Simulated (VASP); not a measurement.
A run of VASP 6.6.1:

The input INCAR:

```
SYSTEM = Si
  PREC = Accurate
  ENCUT = 520
  EDIFF = 1E-7
  ISMEAR = 0
  SIGMA = 0.1
  LREAL = .False.
  LASPH = .True.
  NELM = 100
  ALGO = Fast
  ISIF = 2
  LWAVE = .False.
  LCHARG = .False.
  GGA = PE
  NBANDS = 8
```

KPOINTS

```
regular mesh
0
Gamma
  24 24 22
  0 0 0
```

POSCAR

```
Si
1.0
    1.3244206323     -2.2922215030      0.0000000000
    1.3244206323      2.2922215030      0.0000000000
    0.0000000000      0.0000000000      2.4872991371
Si
1
Direct
    0.0000000000      0.0000000000      0.5000000000
```

Potentials or basis: VASP PAW PBE potentials, release 64 (Si).

Command:

```bash
$ cat potpaw_PBE.64/Si/POTCAR > POTCAR
$ mpirun -np 1 vasp_std > vasp.out
```

Hardware: 1 thread of Intel(R) Xeon(R) 6975P-C (Granite Rapids), with other jobs on the host.

Question: Estimate the wall time of this run.

Answer: It took 57 s on 1 thread of Intel(R) Xeon(R) 6975P-C (Granite Rapids), with other jobs on the host, peak memory 0.29 GiB. Counts: scf iterations 12, k points 1884.
